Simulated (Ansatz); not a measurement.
MnSb under changes of volume

One of the cells (21.552 Å³/atom); the others are scaled copies at fixed shape and fractional positions:

```
Sb Mn
1.0
     4.15000    0.00000    0.00000
    -2.07500    3.59401    0.00000
     0.00000    0.00000    5.78000
Sb Mn
2 2
Direct
  0.66667 0.33333 0.75000
  0.33333 0.66667 0.25000
  0.00000 0.00000 0.50000
  0.00000 0.00000 0.00000
```

| Quantity | Value |
| --- | --- |
| Program | Ansatz 0.2.0 |
| Functional | PBE |
| Potentials or basis | JTH PAW |
| Cutoff | 1950 eV (not typed: the program's choice for these potentials) |
| k mesh | 7 × 7 × 5 |
| Occupations | fermi-dirac, width 0.05 eV |
| Spin | collinear spin, ferromagnetic start |
| Starting moments | [0.0, 0.0, 4.0, 4.0] μB |

```tsv
volume (Å³/atom)	energy over the lowest point (meV/atom)	pressure (GPa)	moment (μB per cell)
20.259	0.00	0.2	6.35
20.690	1.27	-1.1	6.47
21.121	5.61	-2.2	6.60
21.552	12.78	-3.1	6.72
21.983	22.27	-3.9	6.84
22.414	33.75	-4.7	6.96
22.845	?	?	?
```

Q: What does the run at 22.845 Å³/atom give?

A: Energy over the lowest point 47.10 meV/atom; pressure -5.3 GPa; moment 7.06 μB per cell.

Worked out: A Birch-Murnaghan fit of order 3 (a polynomial in V^(-2/3)) to the other rows has its minimum at 20.32 Å³/atom with B0 = V·E''(V) = 63 GPa and B' = 5.9 at fixed shape and positions, which overstates the stiffness. It gives 46.98 meV/atom at 22.845 Å³/atom, against the run's 47.10, and -dE/dV = -5.2 GPa, against -5.3. A straight line through the other rows of the moment, of slope 0.284 μB per Å³/atom, extrapolates to 7.08 μB, against the run's 7.06.

Energies are extrapolated to zero smearing.

Caveats: only a ferromagnetic start was run, and an antiferromagnetic order may lie lower in energy.
